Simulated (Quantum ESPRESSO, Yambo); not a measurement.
Planning a run of Yambo 5.3.0 on InP (F-43m). The input:

```
HF_and_locXC
gw0
dyson
ppa
em1d
rim_cut
RandQpts= 1000000
RandGvec= 1 RL
EXXRLvcs= 80 Ry
VXCRLvcs= 320 Ry
Chimod= "HARTREE"
% BndsRnXp
 1 | 127 |
%
NGsBlkXp= 12 Ry
% LongDrXp
 1 | 1 | 1 |
%
% GbndRnge
 1 | 127 |
%
DysSolver= "n"
ExtendOut
PPAPntXp= 27.21138 eV
% QPkrange
 1 | 1 | 12 | 15 |
%
```

```sh
OMP_NUM_THREADS=1 mpirun -n 4 yambo -F gw1.in -J gw1 -C gw1 > gw1.log
```

The stored states that it reads are on a 4×4×4 mesh. Symmetry: F-43m, No. 216, cubic system. The conventional cell has a = 5.869 Å, b = 5.869 Å, c = 5.869 Å, α = 90.00°, β = 90.00°, γ = 90.00°. Nearest to In lie 4 P at 2.54 Å. Nearest to P lie 4 In at 2.54 Å. Farther neighbours are not listed.

Estimate wall time and host memory on 4 MPI ranks of Arm Neoverse V1, shared host.

It took 1.7 min; on shared hardware allow 50 s to 3.4 min. Peak host memory was 1.6 GiB.

The screening grows as filled bands × empty bands × pairs of k points, times the square of the screening basis for the matrix.

[Paths, hosts, dates, memory and timing lines, banners, echoed tables and standing remarks are left out of the program output.]

[Logs are printed without paths, hosts, clocks, repeated set-up lines and the standing remarks that a program may print on its own settings, such as how far it seeks lower states.]

[Runs of the session that timed out or met a known fault of the program may be left out.]

[Hosts, paths, dates, database ids (printed as entryN), source tags and the programs' standing remarks are cut or masked in the printed files.]
